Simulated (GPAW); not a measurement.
The system is PtSe2 (Sudovikovite).

```
Pt Se
1.0
     3.72400    0.00000    0.00000
    -1.86200    3.22508    0.00000
     0.00000    0.00000    5.06200
Pt Se
1 2
Direct
  0.00000 0.00000 0.00000
  0.66667 0.33333 0.75000
  0.33333 0.66667 0.25000
```

Program: GPAW 26.7.0. Alike in all runs: task band structure; cell as given; k mesh 6 × 6 × 4; cutoff (eV) 600; smearing fermi-dirac 0.05 eV.

Order these runs on this cell by their pressure, lowest first.
A. level SCAN; potentials or basis GPAW PAW data sets (gpaw-data 1.2.1), pw; spin SOC, no magnetisation; spin axis theta (degrees) 0; spin axis phi (degrees) 0
B. level BLYP; potentials or basis PAW data sets generated in the run's folder for this functional, pw; spin SOC, no magnetisation; eigensolver davidson; spin axis theta (degrees) 54.7; spin axis phi (degrees) 45
C. level revPBE; potentials or basis the program's PAW data sets (release 1.2.1) made for this functional, pw; spin SOC, no magnetisation; spin axis theta (degrees) 0; spin axis phi (degrees) 0
D. level PBE; potentials or basis PAW data sets generated in the run's folder for this functional, pw; spin off

A (1.7 GPa), D (7.4 GPa), C (9.3 GPa), B (14.3 GPa).

Caveats: spin-orbit coupling was added after a scalar SCF, so levels and gaps hold it while energy, forces, pressure and moments don't (some runs); the PAW data sets were made with another functional, which shifts forces and pressure a little (some runs).

Not every run made on this cell is shown here.
